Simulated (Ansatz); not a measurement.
Space group P4mm (No. 99). a = 3.985 Å, b = 3.985 Å, c = 4.202 Å, α = 90.00°, β = 90.00°, γ = 90.00°
```csv
atom,site,symmetry,x,y,z
Ba,1a,4mm,0.0000,0.0000,0.9893
Ti,1b,4mm,0.5000,0.5000,0.4721
O,1b,4mm,0.5000,0.5000,0.0409
O,2c,2mm.,0.5000,0.0000,0.5204
```

Equation of state of this BaTiO$_{3}$ structure (not necessarily the ground state), with shape and atoms relaxed at each volume where symmetry leaves them free. Theory: DFT PBE, scalar-relativistic, plane waves, PAW (Ansatz 0.2.0).

Settings: cutoff 420 eV, Γ-centred mesh 8×8×8 on the computed 5-atom cell, Gaussian smearing of 0.02 eV; no spin polarisation.

```
V (Å³/atom) E − E(largest V) (meV/atom) P (GPa) gap on mesh (eV)
     11.746                        62.73    20.48              1.99
     12.147                        21.44    12.96              1.94
     12.547                        -3.62     7.37              1.90
     12.948                       -16.40     3.15              1.87
     13.348                       -20.09     0.00              1.84
     13.749                       -17.32    -2.06              1.84
     14.149                       -10.72    -3.09              1.85
     14.683                         0.00    -3.44              1.89
```

**Question.** Fit a third-order Birch–Murnaghan equation to E(V).

**Answer.** V0 = 13.36 Å³/atom, B0 = 78 GPa, B0' = 12.8. B0' is unusual or poorly fixed by this range.

Spin-orbit coupling is left out, which matters for the bands of heavy elements.